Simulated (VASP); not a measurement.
A run of VASP 6.6.1 is set up as follows.

INCAR

```
SYSTEM = Ir
PREC = Accurate
ENCUT = 520
EDIFF = 1E-6
ISMEAR = -1
SIGMA = 0.05
LREAL = .FALSE.
LASPH = .TRUE.
NELM = 100
ALGO = Normal
ISIF = 2
LWAVE = .FALSE.
LCHARG = .FALSE.
LMAXMIX = 4
GGA = RP
NBANDS = 16
```

KPOINTS

```
Automatic mesh
0
G
  11 11 6
  0 0 0
```

The input POSCAR:

```
Ir
1.0
    2.7513778946      0.0000000000      0.0000000000
   -1.3756889473      2.3827631521      0.0000000000
    0.0000000000      0.0000000000      4.4622900000
Ir
2
Direct
    0.3333333333      0.6666666667      0.2500000000
    0.6666666667      0.3333333333      0.7500000000
```

Contents of KPOINTS_OPT:

```
path GMKGALHA,LM,KH
10
line-mode
reciprocal
 0.0000000000  0.0000000000  0.0000000000  G
 0.5000000000  0.0000000000  0.0000000000  M

 0.5000000000  0.0000000000  0.0000000000  M
 0.3333333333  0.3333333333  0.0000000000  K

 0.3333333333  0.3333333333  0.0000000000  K
 0.0000000000  0.0000000000  0.0000000000  G

 0.0000000000  0.0000000000  0.0000000000  G
 0.0000000000  0.0000000000  0.5000000000  A

 0.0000000000  0.0000000000  0.5000000000  A
 0.5000000000  0.0000000000  0.5000000000  L

 0.5000000000  0.0000000000  0.5000000000  L
 0.3333333333  0.3333333333  0.5000000000  H

 0.3333333333  0.3333333333  0.5000000000  H
 0.0000000000  0.0000000000  0.5000000000  A

 0.5000000000  0.0000000000  0.5000000000  L
 0.5000000000  0.0000000000  0.0000000000  M

 0.3333333333  0.3333333333  0.0000000000  K
 0.3333333333  0.3333333333  0.5000000000  H
```

Potentials or basis: VASP PAW PBE potentials, release 64 (Ir).

The run is started by

```bash
$ cat potpaw_PBE.64/Ir/POTCAR > POTCAR
$ mpirun -np 1 vasp_std > vasp.out
```

Q: Predict the band gap along the path.

A: None (metal or under the smearing width).

Q: What does it give for the pressure?

A: 3.1 GPa.

Stress tensor (GPa, compression positive):
```
3.24 0.00 0.00
0.00 3.24 0.00
0.00 0.00 2.93
```

Caveat: the PAW data sets were made with another functional, which shifts forces and pressure a little; spin-orbit coupling is left out, which moves the levels of the heavy elements.
